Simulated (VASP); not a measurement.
# InAs (F-43m) in VASP: notebook, part 2 of 2

VASP 6.6.1. The steps go on from the part before.

## Step 5: Single point, HSE06

This run uses another cell than the first one, of 27.49 Å³/atom.

The input, POSCAR:

```
InAs
1.0
    0.0000000000      3.0180000000      3.0180000000
    3.0180000000      0.0000000000      3.0180000000
    3.0180000000      3.0180000000      0.0000000000
In As
1 1
Direct
    0.0000000000      0.0000000000      0.0000000000
    0.7500000000      0.7500000000      0.7500000000
```

The input, INCAR.step1:

```
PREC     = Accurate       # precision mode
ENCUT    = 520            # plane-wave cutoff, eV
EDIFF    = 1E-5           # SCF threshold, eV
ISMEAR   = -1             # smearing method
SIGMA    = 0.05           # smearing width, eV
LREAL    = False          # projectors in reciprocal space
LASPH    = True           # aspherical terms in the spheres
NELM     = 80             # most SCF steps
ALGO     = Normal         # electronic algorithm
ISIF     = 2              # what is computed and relaxed
LWAVE    = True           # write WAVECAR
NBANDS   = 16             # bands
GGA      = PE             # functional
```

The input, INCAR.step2:

```
PREC     = Accurate       # precision mode
ENCUT    = 520            # plane-wave cutoff, eV
EDIFF    = 1E-6           # SCF threshold, eV
ISMEAR   = -1             # smearing method
SIGMA    = 0.05           # smearing width, eV
LREAL    = False          # projectors in reciprocal space
LASPH    = True           # aspherical terms in the spheres
NELM     = 80             # most SCF steps
ALGO     = Normal         # electronic algorithm
ISIF     = 2              # what is computed and relaxed
LWAVE    = False          # write WAVECAR
LCHARG   = True           # write CHGCAR
GGA      = PE             # functional
LHFCALC  = True           # exact exchange
HFSCREEN = 0.2079         # screening, 1/A
PRECFOCK = Normal       
LELF     = True           # ELF
LVHAR    = True         
NBANDS   = 16             # bands
ISTART   = 1
```

The input, KPOINTS:

```
regular mesh
0
Gamma
  4 4 4
```

Potentials or basis: VASP PAW PBE potentials, release 64 (In_d, As).

Command:

```console
$ cat potpaw_PBE.64/In_d/POTCAR potpaw_PBE.64/As/POTCAR > POTCAR
$ cp INCAR.step1 INCAR
$ mpirun -np 1 vasp_std > vasp.out
$ cp INCAR.step2 INCAR
$ mpirun -np 1 vasp_std > vasp.out
```

OUTCAR:

```text
PREC = Accurate
   ENCUT = 520
   EDIFF = 1E-6
   ISMEAR = -1
   LREAL = False
   LASPH = True
   NELM = 80
   ISIF = 2
   GGA = PE
   LHFCALC = True
   HFSCREEN = 0.2079
   PRECFOCK = Normal
   ISTART = 1

 ion  position               nearest neighbor table
   1  0.000  0.000  0.000-   2 2.61   2 2.61   2 2.61   2 2.61
   2  0.750  0.750  0.750-   1 2.61   1 2.61   1 2.61   1 2.61

  LATTYP: Found a face centered cubic cell.
 ALAT       =     6.0360000000

  Lattice vectors:

 A1 = (   0.0000000000,   3.0180000000,   3.0180000000)
 A2 = (   3.0180000000,   0.0000000000,   3.0180000000)
 A3 = (   3.0180000000,   3.0180000000,   0.0000000000)

Analysis of symmetry for initial positions (statically):
=====================================================================
 Subroutine PRICEL returns:
 Original cell was already a primitive cell.

 Routine SETGRP: Setting up the symmetry group for a
 face centered cubic supercell.

[... 152 lines left out ...]
  free energy    TOTEN  =        -9.09684040 eV

  energy without entropy =       -9.09675777  energy(sigma->0) =       -9.09679908

 E-fermi :   4.5027     XC(G=0):  -7.5837

 val. band max:        4.1678108690   @ k =   0.0000   0.0000   0.0000
 cond. band min:       4.7824473489   @ k =   0.0000   0.0000   0.0000
 fundamental gap:      0.6146364799
 Fermi energy:         4.5026562397

 k-point     1 :       0.0000    0.0000    0.0000
  band No.  band energies     occupation
      1     -11.9899      2.00000
      2     -11.9899      2.00000
      3     -11.9899      2.00000
      4     -11.8551      2.00000
      5     -11.8551      2.00000
      6      -8.8787      2.00000
[... 129 lines left out ...]
      3     -11.9131      2.00000
      4     -11.8712      2.00000
      5     -11.8470      2.00000
      6      -6.5805      2.00000
[... 8 lines left out ...]
     15      17.0136      0.00000
     16      17.0227      0.00000

------------------------ aborting loop because EDIFF is reached ----------------------------------------

  FORCE on cell =-STRESS in cart. coord.  units (eV):
  Direction    XX          YY          ZZ          XY          YZ          ZX
  --------------------------------------------------------------------------------------
  -------------------------------------------------------------------------------------
  Total        0.7668176      0.7668176      0.7668176     -0.0000000      0.0000000      0.0000000
  in kB       22.3467792     22.3467792     22.3467792     -0.0000000      0.0000000      0.0000000
  external PRESSURE =      22.3467792 kB  Pullay stress =       0.0000000 kB

 VOLUME and BASIS-vectors are now :
 -----------------------------------------------------------------------------
  energy-cutoff  :      520.00
  volume of cell :       54.98
      direct lattice vectors                 reciprocal lattice vectors
     0.000000000  3.018000000  3.018000000    -0.165672631  0.165672631  0.165672631
     3.018000000  0.000000000  3.018000000     0.165672631 -0.165672631  0.165672631
     3.018000000  3.018000000  0.000000000     0.165672631  0.165672631 -0.165672631

 POSITION                                       TOTAL-FORCE (eV/Angst)
 -----------------------------------------------------------------------------------
      0.00000      0.00000      0.00000         0.000000     -0.000000     -0.000000
      4.52700      4.52700      4.52700        -0.000000      0.000000      0.000000
 -----------------------------------------------------------------------------------
    total drift:                               -0.000016     -0.000026     -0.000016

  FREE ENERGIE OF THE ION-ELECTRON SYSTEM (eV)
  ---------------------------------------------------
  free  energy   TOTEN  =        -9.0968404033 eV

  energy  without entropy=       -9.0967577661  energy(sigma->0) =       -9.09679908
```

OUTCAR.step1:

```text
PREC = Accurate
   ENCUT = 520
   EDIFF = 1E-5
   ISMEAR = -1
   LREAL = False
[... 354 lines left out ...]
      0.00000      0.00000      0.00000        -0.000000     -0.000000     -0.000000
      4.52700      4.52700      4.52700         0.000000      0.000000      0.000000
 -----------------------------------------------------------------------------------
    total drift:                                0.000000      0.000000      0.000000

  FREE ENERGIE OF THE ION-ELECTRON SYSTEM (eV)
  ---------------------------------------------------
  free  energy   TOTEN  =        -7.5279724121 eV

  energy  without entropy=       -7.5248909880  energy(sigma->0) =       -7.52643170
```

Run time: 11 min. Hardware: 1 thread of Intel Xeon 8259CL, shared host; peak memory 0.29 GiB.

What came out:

| Quantity | Value |
| --- | --- |
| Free energy | -9.0968 eV |
| Pressure | 2.2 GPa |
| Band gap on the k mesh | 0.61 eV |

Caveat: the k points lie up to 0.45 Å⁻¹ apart; the PAW data sets were made with another functional, which shifts forces and pressure a little; spin-orbit coupling is left out, which moves the levels of the heavy elements.

## Step 6: Summary

```tsv
task	level	cell	k mesh	cutoff (eV)	grid for exact exchange (PRECFOCK)	share of exact exchange	screening parameter	gap on the mesh (eV)	pressure (GPa)	relaxed volume (Å³/atom)
single point	PBEsol+D4	a = 4.278 Å, angles 60.0°, 2 atoms	8 × 8 × 8	520	-	-	-	none	0.1	-
relaxation of cell and atoms	PBEsol+D4	relaxed from a = 4.268 Å, angles 60.0°, 2 atoms	8 × 8 × 8	600	-	-	-	none	0.0	27.72
relaxation of cell and atoms	RPBE+D3(BJ)	relaxed from a = 4.268 Å, angles 60.0°, 2 atoms	8 × 8 × 8	600	-	-	-	0.29	0.0	25.76
single point	HSE06	a = 4.268 Å, angles 60.0°, 2 atoms	4 × 4 × 4	520	Normal	0.25	0.2079 1/Å	0.61	2.2	-
```

Alike in all rows: potentials or basis VASP PAW PBE potentials, release 64 (In_d, As); no spin polarisation; smearing fermi-dirac 0.05 eV.

Caveats: some runs use coarse meshes; the PAW data sets were made with another functional, which shifts forces and pressure a little; spin-orbit coupling is left out, which moves the levels of the heavy elements; semilocal functionals underestimate gaps, so a narrow gap can read as zero (at least some runs).

Total energies depend on the potentials used, so only differences within one code and one set of settings carry meaning.

## Step 7: How close it comes

Step 2. A measured gap of InAs is 0.418 eV (direct; 4.2 K; a printed reference work, data compilation); the calculated 0.00 eV misses it by -0.42 eV. Spin-orbit coupling on As, In is left out. The value is that of PBEsol+D4 on a finite k mesh, which can miss the band edges, without temperature or zero-point motion. Semilocal functionals fall short of measured gaps as a rule.
